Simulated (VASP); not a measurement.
Crystal: Ni.

```
Ni
1.0
     0.00000    1.73757    1.73757
     1.73757    0.00000    1.73757
     1.73757    1.73757    0.00000
Ni
1
Direct
  0.00000 0.00000 0.00000
```

- Program: VASP 6.6.1
- Task: relaxation of cell and atoms
- Functional: PBE
- Potentials or basis: VASP PAW PBE potentials, release 64 (Ni)
- Cutoff: 600 eV
- k mesh: 13 × 13 × 13
- Occupations: fermi-dirac, width 0.05 eV
- Spin: collinear spin, ferromagnetic start
- Starting moments: [1.0] μB

At the start: pressure 7.8 GPa; volume 10.49 Å³/atom.

Question: Where does the relaxation end?

Answer: Over 3 steps the energy falls by 9.1 meV/atom and the volume is 10.88 Å³/atom (+3.7 %); space group Fm-3m (No. 225, to 0.05 Å); moment 0.63 μB per cell.

The path:
```csv
step,energy change (eV),largest force (eV/Å),pressure (GPa),volume (Å³)
1,0.0000,0.0000,7.81,10.49
2,-0.0004,0.0000,-6.52,11.29
3,-0.0091,0.0000,-0.03,10.88
```

Final structure:
```xyz
1
Lattice="0.0000 1.7588 1.7588 1.7588 0.0000 1.7588 1.7588 1.7588 0.0000" Properties=species:S:1:pos:R:3 pbc="T T T"
Ni    0.0000    0.0000    0.0000
```
